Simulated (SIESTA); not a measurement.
Set up this calculation in SIESTA 5.4.2, as the native input.

```
Task                : relaxation of the atoms
Functional          : OLYP
Potentials or basis : PseudoDojo 0.4 standard (PBE files)
Basis               : DZP (energy shift 0.01 Ry)
Grid cutoff         : 500 Ry
Energy shift        : 0.01 Ry
k mesh              : 5 × 5 × 5
Occupations         : fermi-dirac, width 0.05 eV
Spin                : non-collinear spin, ferromagnetic start
Starting moments    : [[0.0, 0.0, 0.5], [0.0, 0.0, 0.0]] μB
optimiser           : CG
force tolerance     : 0.01 eV/Å
```

SnTe:

```
Te Sn
1.0
     0.00000    3.15085    3.15085
     3.15085    0.00000    3.15085
     3.15085    3.15085    0.00000
Te Sn
1 1
Direct
  0.50000 0.50000 0.50000
  0.00000 0.00000 0.00000
```

One way to write it, as run:

SnTe.fdf

```
SystemName                      SnTe
SystemLabel                     SnTe
NumberOfSpecies                 2
NumberOfAtoms                   2
%block ChemicalSpeciesLabel
  1  52 Te
  2  50 Sn
%endblock ChemicalSpeciesLabel

LatticeConstant                 1.0 Ang
%block LatticeVectors
     0.0000000000     3.1508500000     3.1508500000
     3.1508500000     0.0000000000     3.1508500000
     3.1508500000     3.1508500000     0.0000000000
%endblock LatticeVectors
AtomicCoordinatesFormat         Ang
%block AtomicCoordinatesAndAtomicSpecies
     3.1508500000     3.1508500000     3.1508500000  1
     0.0000000000     0.0000000000     0.0000000000  2
%endblock AtomicCoordinatesAndAtomicSpecies

%block kgrid.MonkhorstPack
    5   0   0  0.0
    0   5   0  0.0
    0   0   5  0.0
%endblock kgrid.MonkhorstPack
%block XC.Mix
  2
  GGA LIBXC-00-GGA_X_OPTX 1.0 0.0
  GGA LIBXC-00-GGA_C_LYP 0.0 1.0
%endblock XC.Mix
PAO.BasisSize                   DZP
PAO.EnergyShift                 0.01 Ry
Mesh.Cutoff                     500 Ry
Spin                            non-colinear
%block DM.InitSpin
    1   0.500     0.00     0.00
    2   0.000     0.00     0.00
%endblock DM.InitSpin
OccupationFunction              FD
ElectronicTemperature           0.05 eV
MaxSCFIterations                200
SCF.MustConverge                false
SCF.Mixer.Method                Pulay
SCF.Mixer.Weight                0.1
SCF.Mixer.History               10
SCF.DM.Tolerance                5.0e-05
SCF.H.Tolerance                 1.0e-03 eV
WriteForces                     true
Charge.Mulliken                 end
MD.TypeOfRun                    CG
MD.Steps                        40
MD.MaxForceTol                  0.01 eV/Ang
MD.MaxDispl                     0.1 Ang
WriteCoorStep                   true
AtomCoorFormatOut               Fractional
```

Potentials or basis: PseudoDojo 0.4 standard (PBE files), DZP (energy shift 0.01 Ry).

The run is started by

```bash
$ siesta < SnTe.fdf > SnTe.out 2>&1
```

It gave:

```json
{"Pressure after relaxing": "3.7 GPa", "Net moment": "0.00 μB per cell"}
```

Caveat: the relaxation stopped at its first step, so nothing moved; semicore shells carry a single zeta, which can move pressures by several GPa and volumes by a few percent; the potentials were made for another functional, which shifts forces and pressure; the basis of atomic orbitals isn't converged, which shifts pressures, moduli and gaps.

Wall time 40 s on 1 thread of Arm Neoverse V1, with other jobs on the host, peak memory 0.24 GiB.
